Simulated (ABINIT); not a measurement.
An input for ABINIT 10.8.3 (BeTe (F-43m)):

```
acell 3*1.0 Angstrom
rprim 
  -0.000000000000 2.831458787600 2.831458787600
  2.831458787600 0.000000000000 2.831458787600
  2.831458787600 2.831458787600 0.000000000000
ntypat 2
znucl 4 52
natom 2
typat 1 2
xred 
  0.000000000000 0.000000000000 0.000000000000
  0.750000000000 0.750000000000 0.750000000000
pp_dirpath "pseudos"
pseudos "Be.upf, Te.upf"
ecut 38
ngkpt 4 4 4
nshiftk 1
shiftk 0 0 0
kptopt 1
chksymbreak 0
istwfk *1
occopt 1
irdwfk 1
optdriver 4
nband 83
gwcalctyp 28
ecutsigx 38
symsigma 0
nkptgw 8
kptgw 
  0.0000000000 0.0000000000 0.0000000000
  0.2500000000 0.0000000000 0.0000000000
  0.5000000000 0.0000000000 0.0000000000
  0.2500000000 0.2500000000 0.0000000000
  0.5000000000 0.2500000000 0.0000000000
  -0.2500000000 0.2500000000 0.0000000000
  0.5000000000 0.5000000000 0.0000000000
  -0.2500000000 0.5000000000 0.2500000000
bdgw 
  1 20
  1 20
  1 20
  1 20
  1 20
  1 20
  1 20
  1 20
ecuteps 5
irdscr 1
ppmodel 1
indata_prefix "in"
outdata_prefix "out"
tmpdata_prefix "tmp"
```

```sh
OMP_NUM_THREADS=1 mpirun -n 8 abinit run.abi > log
```

Estimate wall time and host memory on 8 MPI ranks of Arm Neoverse V2, shared host.

It took 75 s; on shared hardware allow 38 s to 2.5 min. Peak host memory was 3.0 GiB.

[Paths, hosts, dates, memory and timing lines, banners, echoed tables and standing remarks are left out of the program output.]

[Logs are printed without paths, hosts, clocks, repeated set-up lines and the standing remarks that a program may print on its own settings, such as how far it seeks lower states.]

[Runs of the session that timed out or met a known fault of the program may be left out.]

[No measured gap is set beside runs whose start may be inverted or whose files or cutoffs have a known fault.]

[Hosts, paths, dates, database ids (printed as entryN), source tags and the programs' standing remarks are cut or masked in the printed files.]

[G0W0 gaps are taken among the corrected bands and points alone; a level outside them can change the order at an edge.]

[Where Ansatz stands beside ABINIT at settings called matched, ABINIT's density can come from a denser mesh and the files from another edition; pairs whose starting gaps differed by over 0.03 eV were left out, so agreement reads better than it is.]
